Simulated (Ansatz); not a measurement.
Runs of Ansatz 0.2.0 on As. It takes space group Pm-3m (No. 221, cubic). Conventional cell: a = 2.704 Å, b = 2.704 Å, c = 2.704 Å, α = 90.00°, β = 90.00°, γ = 90.00°. As (site symmetry m-3m) has 6 As at 2.70 Å as nearest neighbours. This isn't the form of As at room conditions, which is rhombohedral.

```tsv
task	level	spin	cell	k mesh	smearing	points for each segment of the path	gap on the mesh (eV)	pressure (GPa)
relaxation of cell and atoms	PBE	off	relaxed	10 × 10 × 10	fermi-dirac 0.05 eV	-	none	0.0
band structure	PBE	off	as given	10 × 10 × 10	fermi-dirac 0.05 eV	14	none	2.2
band structure	PBE	SOC, no magnetisation	as given	7 × 7 × 7	fermi-dirac 0.05 eV	14	none	2.6
band structure	LDA	off	as given	10 × 10 × 10	fermi-dirac 0.05 eV	14	none	(a)
single point	PBE	off	as given	10 × 10 × 10	gaussian 0.011 eV	-	-	2.3
```

Alike in all rows: potentials or basis Ansatz PAW; cutoff (eV) 420.

Task: Fill in the values left out.

Result: (a) -3.2.

Caveats: the plane-wave basis is chosen anew once the cell has moved, so the energies of steps on either side of that aren't comparable (some runs); the PAW data sets come from PBE, with cores solved anew for the run's functional, which leaves a small shift of forces and pressure (some runs).

A k mesh can miss the band edges, and rows without SOC leave out spin-orbit coupling on As.

A gap of «none» marks a metal or a gap under the smearing width.
